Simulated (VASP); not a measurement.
# VASP inputs for PtSe2 (1T (CdI2) bulk)

INCAR, step 1 (PBE orbitals to start from)

```
LWAVE = .TRUE.
LASPH = .TRUE.
LCHARG = .FALSE.
ENCUT = 520
ISMEAR = -1
NBANDS = 18
EDIFF = 1E-5
GGA = PE
SIGMA = 0.02
NELM = 120
PREC = Accurate
LREAL = .FALSE.
```

INCAR, step 2

```
LREAL = .FALSE.
ISMEAR = -1
EDIFF = 1E-7
ISIF = 2
PREC = Accurate
GGA = PE
ALGO = Normal
IBRION = -1
SIGMA = 0.02
NSW = 0
LWAVE = .FALSE.
LASPH = .TRUE.
ISTART = 1
LCHARG = .FALSE.
NELM = 120
LHFCALC = .TRUE.
PRECFOCK = Fast
HFSCREEN = 0.2079
ENCUT = 520
AEXX = 0.25
NBANDS = 18
```

KPOINTS

```
KPOINTS created by Atomic Simulation Environment
0
Gamma
6 6 4
0 0 0
```

KPOINTS_OPT

```
special points
8
Reciprocal
0.0000000000 0.0000000000 0.0000000000 1
0.5000000000 0.0000000000 0.0000000000 1
0.3333333333 0.3333333333 0.0000000000 1
0.0000000000 0.0000000000 0.5000000000 1
0.5000000000 0.0000000000 0.5000000000 1
0.3333333333 0.3333333333 0.5000000000 1
0.3000000000 0.3000000000 0.0000000000 1
0.0000000000 0.2500000000 0.3333333333 1
```

POSCAR

```
Pt Se
 1.0000000000000000
     3.7286503664691817   -0.0000000000285391   -0.0000000000000000
    -1.8643251832098753    3.2291059392067378   -0.0000000000000000
    -0.0000000000000000   -0.0000000000000000    5.2771565732265966
 Pt  Se
   1   2
Cartesian
 -0.0000000000000000  0.0000000000000000  0.0000000000000000
  0.0000000000164769  2.1527372927949795  1.2993356843452306
  1.8643251832428294  1.0763686463832198  3.9778208888813680
```

VASP ran with the recommended PBE PAW datasets (22 valence electrons in the cell).

Task: Estimate the main results of this run.

Result: gap between bands v and c 0.08 eV; least direct gap 0.99 eV; pressure -0.7 GPa; largest force 0.33 eV/Å.

Band v is the last that the valence electrons fill when counted band by band, and c is the next. Levels in eV from the top of v:

```csv
point,v−1,v,c,c+1
Γ,-1.40,0.00,1.70,1.70
M,-3.91,-3.75,0.92,2.47
K,-2.58,-2.58,0.19,0.19
A,-1.75,-1.75,2.43,2.43
L,-3.32,-1.96,1.26,1.80
H,-3.39,-3.39,2.09,2.09
```
